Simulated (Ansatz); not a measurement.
# Ga3S2: from a guess to a relaxed structure, part 2 of 2

Aim: relax a trial structure of Ga3S2 and see where it ends.

Ansatz 0.2.0; DFT PBE, scalar-relativistic, plane waves, PAW. Earlier steps stand in the parts before.

### Step 4. Final relaxation

The end of the coarse run is made exact in the group found at a tolerance of 0.06 Å and reduced to its primitive cell.

input.yaml reads:

```yaml
crystal:
  lattice:
    - [4.3362258007, 0.0, 0.0]
    - [-2.1681129003, 3.7552816999, 0.0]
    - [0.0, 0.0, 6.7560718513]
  atoms:
    - { symbol: Ga, position: [0.6666666667, 0.3333333333, 0.2093994169] }
    - { symbol: Ga, position: [0.6666666667, 0.3333333333, 0.7906005831] }
    - { symbol: Ga, position: [0.0, 0.0, 0.5] }
    - { symbol: S, position: [0.0, 0.0, 0.0] }
    - { symbol: S, position: [0.3333333333, 0.6666666667, 0.5] }
basis:
  ecutwfc: 420
kpoints:
  mp_grid: { grid: [12, 12, 6] }
hamiltonian:
  xc: pbe
scf:
  occupations: { method: gaussian, width: 0.1 }
output:
  forces: true
  stress: true
  eigenvalues: true
  write_density: true
  write_potential: true
  elf: true
  volumetric_format: npy
relax:
  adjacent_minimum: "off"
  f_tol: 0.01
  max_steps: 80
  cell: { stress_tol: 0.05 }
```

Run with:

```
> ansatz run input.yaml --threads 1 --pin off --max-ram 2560MiB --backend cpu --events-out ev --progress --plain --runs-dir out
```

Output, cut to the lines that bear on the results:

```text
Warning: RAYON_NUM_THREADS=1 ignored (pool sized by the plan → 1); use --threads N
[...]
Pseudopotentials: kind: paw
Pseudopotential: Ga, paw, valence charge 13, recommended cutoff 420 eV (normal), Ga.paw.azcp
Pseudopotential: S, paw, valence charge 6, recommended cutoff 420 eV (normal), S.paw.azcp
Functional definition: PBE
[...]
Crystal: 5 atoms, lattice volume = 110.014 Å³
Basis set: ecut = 420 eV, 2189 PW (Γ), exchange–correlation on 60×60×96 points (8 copies of the dense FFT grid, shifted against one another)
Bands: 31, of which v1, the nominal top of the filled ones, is band 26 counted from 1 (25 counted from 0)
Symmetry: 12 space group operations
Space group: P-6m2 (ITA 187), of the structure as read, at distance tolerance 4.8e-5 Å
k-points: 76 of 864 (time reversal used)
[...]
       -0.015272      -0.000000       0.000000
       -0.000000      -0.015272       0.000000
        0.000000       0.000000      -0.030025
  P = ⅓ Tr σ = -0.0202 GPa (-0.202 kbar)
--- Band table (eV; the first three rows and the last of 76) ---
[...]
--- Relaxed structure (2 steps of the walk, 2 accepted, 1 SCFs on fresh bases) ---
  F+E_penalty+E_count = -13153.52894897 eV   max|allowed force component| = 2.479e-3 eV/Å   (the final SCF, on the basis selected at the relaxed cell)
  cell:  # Å, volume = 109.8792 Å³
    - [4.33567124918536, -2.8863843901776603e-11, 0.0]
    - [-2.1678356245676835, 3.754801444266765, 0.0]
    - [0.0, 0.0, 6.749509706721052]
  atoms:
    - { symbol: Ga, position: [0.6666666666666666, 0.3333333333333332, 0.20722885255752838] }
    - { symbol: Ga, position: [0.6666666666666666, 0.3333333333333332, 0.7927711474424717] }
    - { symbol: Ga, position: [-2.3684757860264055e-17, -1.480297366145334e-17, 0.5] }
    - { symbol: S, position: [-2.3684757860264055e-17, -1.480297366145334e-17, 1.0270604067912703e-19] }
    - { symbol: S, position: [0.3333333333333333, 0.6666666666666665, 0.5] }
```

Wall time 2.9 min (1 thread of AMD EPYC (Zen 3), shared host); peak memory 0.51 GiB.

Step by step:

| step | E - E(step 1) (eV/cell) | largest force component (eV/Å) | pressure (GPa) | volume (Å³) |
| --- | --- | --- | --- | --- |
| 1 | 0.0000 | 0.0811 | -0.12 | 110.01 |
| 2 | -0.0014 | 0.0025 | -0.02 | 109.88 |
| 3 | -0.0013 | 0.0025 | -0.02 | 109.88 |

Step 1 is the start. Step 3 repeats the geometry before it on a plane-wave basis chosen anew for that cell, so its energy need not be comparable with the rows above.

|  | before | after | change |
| --- | --- | --- | --- |
| a (Å) | 4.336 | 4.336 | 0.0 % |
| b (Å) | 4.336 | 4.336 | 0.0 % |
| c (Å) | 6.756 | 6.750 | -0.1 % |
| volume (Å³/atom) | 22.00 | 21.98 | -0.1 % |
| shortest distance (Å) | 2.504 | 2.503 | 0.0 % |
| space group (0.01 Å) | P-6m2 | P-6m2 | same |

Forces and stress were held to the start's 12 operations: a distortion of lower symmetry was not tested.

Density in a lattice plane of the grid's cell (edges 4.34 and 6.75 Å, at 1.000 of the third edge), which holds Ga and S.

Ten even steps from ' ' (0.00 e/Å³) to '@' (52.12 e/Å³):
```
                                
                                
                                
                                
                                
                                
                                
                                
--..                          ..
@@==                          ==
--..                          ..
                                
                                
                                
                                
                                
                                
                                
                                
                                
```
Columns run along the first of these edges and rows up along the second, over one cell in 16 and 20 even steps from the bottom left corner. Atoms in the plane (fractional): Ga at (1.00, 0.50), S at (1.00, 0.00).

ELF in the same plane.

Ten even steps from '0' (0.02) to '9' (0.85):
```
3599852101258995
9999631111136999
9986322222223689
5542112333211245
1111112232211111
2111111222111111
2222111111111222
2222222232222222
0023333444333320
6013334454433310
0023333444333320
2222222232222222
2222111111111222
2111111222111111
1111112232211111
5542112333211245
9986322222223689
9999631111136999
3599852101258995
0189962000269981
```
Columns run along the first of these edges and rows up along the second, over one cell in 16 and 20 even steps from the bottom left corner. Atoms in the plane (fractional): Ga at (1.00, 0.50), S at (1.00, 0.00).

Both are smooth fields of the valence electrons: close to the nuclei they are not physical.

Maxima of ELF outside the ion cores: 0.90 beside S, off the lines to its neighbours, 0.8 Å from S; 0.87 in the shell around S, 0.8 Å from S.

### Step 5. Changing settings: xc_grid 2, lower_state_search standard

input.yaml reads:

```yaml
crystal:
  lattice:
    - [4.3356712492, 0.0, 0.0]
    - [-2.1678356246, 3.7548014443, 0.0]
    - [0.0, 0.0, 6.7495097067]
  atoms:
    - { symbol: Ga, position: [0.6666666667, 0.3333333333, 0.2072288526] }
    - { symbol: Ga, position: [0.6666666667, 0.3333333333, 0.7927711474] }
    - { symbol: Ga, position: [0.0, 0.0, 0.5] }
    - { symbol: S, position: [0.0, 0.0, 0.0] }
    - { symbol: S, position: [0.3333333333, 0.6666666667, 0.5] }
basis:
  ecutwfc: 420
  xc_grid: 2
kpoints:
  mp_grid: { grid: [12, 12, 6] }
hamiltonian:
  xc: pbe
scf:
  occupations: { method: gaussian, width: 0.1 }
  lower_state_search: standard
output:
  forces: true
  eigenvalues: true
  stress: true
```

Run with:

```
> ansatz run input.yaml --threads 1 --pin off --max-ram 2560MiB --backend cpu --events-out ev --progress --plain --runs-dir out
```

Output, cut to the lines that bear on the results:

```text
Warning: RAYON_NUM_THREADS=1 ignored (pool sized by the plan → 1); use --threads N
[...]
[... 4 set-up lines as earlier in the session ...]
[...]
Crystal: 5 atoms, lattice volume = 109.879 Å³
Basis set: ecut = 420 eV, 2189 PW (Γ), exchange–correlation on 60×60×96 points (8 copies of the dense FFT grid, shifted against one another)
Bands: 31, of which v1, the nominal top of the filled ones, is band 26 counted from 1 (25 counted from 0)
[... 2 set-up lines as earlier in the session ...]
k-points: 76 of 864 (time reversal used)
[...]
SCF iter   1: F=—  HF=-13153.529840 eV  |F-HF|=—  |Δ(HF+E_count)|=         —  Δρ=1.92e-3  dr2=4.92e-3  ethr=1.77e-3  ⟨swp⟩=5.6  Hψ=9496  notcnv=0
[...]
SCF iter   6: F=-13153.528949 eV  HF=-13153.528949 eV  |F-HF|=3.39e-8  |Δ(HF+E_count)|=   6.56e-7  Δρ=5.42e-6  dr2=5.32e-8  ethr=1.96e-10  ⟨swp⟩=6.3  Hψ=11519  notcnv=0
[...]
SCF converged after 6 iterations
Free energy (F): -13153.528949 eV
[...]
E sigma→0 (E₀):  -13153.525478 eV
Entropy (-TS):   -0.006942 eV (-1.388 meV/atom)
Fermi energy:    6.788305 eV
[...]
--- Forces (eV/Å), atoms counted from 1 ---
  atom   1  Ga     0.00000000     0.00000000    -0.00257484
  atom   2  Ga     0.00000000     0.00000000     0.00257484
  atom   3  Ga     0.00000000     0.00000000     0.00000000
  atom   4  S     -0.00000000    -0.00000000     0.00000000
  atom   5  S     -0.00000000    -0.00000000     0.00000000
[...]
--- Stress (GPa, compression-positive) ---
       -0.015080       0.000000       0.000000
        0.000000      -0.015080       0.000000
        0.000000       0.000000      -0.030089
  P = ⅓ Tr σ = -0.0201 GPa (-0.201 kbar)
--- Band table (eV; the first three rows and the last of 76) ---
[...]
```

Wall time 44 s (1 thread of AMD EPYC (Zen 3), shared host); peak memory 0.48 GiB.

```
    run     ending  energy change  pressure (GPa)  gap (eV)  force (eV/Å)  cycles     time
 step 4  converged              0             0.0      0.00          0.00       -  2.9 min
variant  converged   0.0 meV/atom             0.0      0.00          0.00       6     44 s
```

The changed input (search for lower states) leaves the energy the same to the digits printed.

### Step 6. Results

The summary covers parts 1 to 2. Changes of volume or cell count from the first structure of part 1.

```
                              quantity                                                                       value
symmetry at the end (tolerance 0.05 Å)                                                 space group P-6m2 (No. 187)
                     conventional cell  a = 4.336 Å, b = 4.336 Å, c = 6.750 Å, α = 90.00°, β = 90.00°, γ = 120.00°
                                volume                                                               21.98 Å³/atom
              energy over the elements                                                               -0.07 eV/atom
                       gap on the mesh                                                                none (metal)
```

What this shows: The space group P-6m2 (No. 187) is kept, and the volume per atom grows by 17.1 % from the first guess. A negative formation energy is needed for stability but isn't enough; other structures and compounds were not set against it here. No finished test with a distortion of lower symmetry is shown, so the end may be a saddle point. Spin polarisation is off in the runs that give these values; a magnetic solution could lie lower.
